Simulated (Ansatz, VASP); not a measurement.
## CuI (Marshite), level by level in two programs

```
I Cu
1.0
     0.00000    3.03150    3.03150
     3.03150    0.00000    3.03150
     3.03150    3.03150    0.00000
I Cu
1 1
Direct
  0.00000 0.00000 0.00000
  0.75000 0.75000 0.75000
```

Single points on this cell with VASP 6.6.1 and Ansatz 0.2.0. Each row is one pair of runs. Alike in all rows: spin: off; k mesh: 8 × 8 × 8; VASP's potentials, cutoff: VASP PAW PBE potentials, release 64 (I, Cu), 520 eV; Ansatz's potentials, cutoff: Ansatz PAW, 420 eV.

```tsv
level	smearing	gap on the k mesh at the Fermi level (eV), VASP	gap on the k mesh at the Fermi level (eV), Ansatz	least direct gap on the mesh (eV), VASP	least direct gap on the mesh (eV), Ansatz	pressure (GPa), VASP	pressure (GPa), Ansatz
PBE	gaussian, width 0.03 eV	1.14	1.12	1.14	1.12	0.7	0.3
PBE	gaussian, width 0.014 eV	1.14	1.12	1.14	1.12	0.7	0.3
PBE	gaussian, width 0.015 eV	1.14	1.12	1.14	1.12	0.3	0.3
PBE	gaussian, width 0.016 eV	1.14	1.12	1.14	1.12	0.7	0.3
PBE	gaussian, width 0.017 eV	1.14	1.12	1.14	1.12	0.7	0.3
PBE	gaussian, width 0.018 eV	1.14	1.12	1.14	1.12	0.3	0.3
PBE	gaussian, width 0.019 eV	1.14	1.12	1.14	1.12	0.7	0.3
PBE	gaussian, width 0.024 eV	1.14	1.12	1.14	1.12	0.3	0.3
```

Gap on the k mesh at the fermi level (eV): the two programs differ by at most 0.023; least direct gap on the mesh (eV): the two programs differ by at most 0.023; pressure (GPa): the two programs differ by at most 0.37.

Caveats: spin-orbit coupling is left out, which moves the levels of the heavy elements.
